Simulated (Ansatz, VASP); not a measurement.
**Al3Cu: VASP beside Ansatz**

```
Al Cu
1.0
     2.77968    0.00000    0.00000
     0.00000    2.77968    0.00000
     0.00000    0.00000    7.60296
Al Cu
3 1
Direct
  0.00000 0.00000 0.50000
  0.50000 0.50000 0.22069
  0.50000 0.50000 0.77931
  0.00000 0.00000 0.00000
```

Alike in both runs: functional PBEsol; k mesh 16 × 16 × 6; occupations gaussian, width 0.1 eV; no spin polarisation.

Ansatz relaxed the structure, and its values are those at the end. VASP's run is a single point on that final structure, the one shown.

```csv
,VASP,Ansatz
version,VASP 6.6.1,Ansatz 0.2.0
potentials or method,"VASP PAW PBE potentials, release 64 (Al, Cu)","scalar-relativistic, plane waves, PAW"
plane-wave cutoff (eV),520,420
valence electrons in the cell,20,28
```

|  | VASP | Ansatz | Ansatz less VASP |
| --- | --- | --- | --- |
| gap on the k mesh at the Fermi level (eV) | none | none | - |
| pressure (GPa) | -0.1 | 0.0 | +0.10 |
| rms of the force components (eV/Å) | 0.010 | 0.001 | -0.0090 |

A gap of «none» marks a metal or a gap that the smearing closes. The two sets of potentials don't hold the same shells in valence.

Caveats: the PAW data sets were made with another functional, which shifts forces and pressure a little (VASP).
